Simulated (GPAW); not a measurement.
The system is NaI.

```
I Na
1.0
     0.00000    3.23640    3.23640
     3.23640    0.00000    3.23640
     3.23640    3.23640    0.00000
I Na
1 1
Direct
  0.50000 0.50000 0.50000
  0.00000 0.00000 0.00000
```

Base run:

| Item | Value |
| --- | --- |
| Program | GPAW 26.7.0 |
| Functional | PBEsol |
| Potentials or basis | PAW data sets generated in the run's folder for this functional |
| Cutoff | 800 eV |
| Basis | pw |
| k mesh | 7 × 7 × 7 |
| Occupations | fermi-dirac, width 0.05 eV |
| Spin | no spin polarisation |

Its results: band gap on the k mesh 3.52 eV, direct; pressure -0.5 GPa.

Question: After a change of settings the same cell gave: band gap on the k mesh 3.13 eV, direct; pressure -0.5 GPa. Which change was it?
A. functional from PBEsol to LDA; k mesh from 7 × 7 × 7 to 6 × 6 × 6
B. k mesh from 7 × 7 × 7 to 6 × 6 × 6; spin from no spin polarisation to spin-orbit coupling, no magnetisation
C. functional from PBEsol to r2SCAN; potentials or basis from PAW data sets generated in the run's folder for this functional to GPAW PAW data sets (gpaw-data 1.2.1)
D. functional from PBEsol to PBE; potentials or basis from PAW data sets generated in the run's folder for this functional to GPAW PAW data sets (gpaw-data 1.2.1)

Answer: B.

Caveats: spin-orbit coupling is left out, which moves the levels of the heavy elements (some runs); an odd mesh through Γ misses points on the zone boundary, where band edges often lie (some runs); spin-orbit coupling was added after a scalar SCF, so levels and gaps hold it while energy, forces, pressure and moments don't (some runs); this program's spin-orbit splittings come out too wide for heavy elements (some runs).

Not every run made on this cell is shown here.
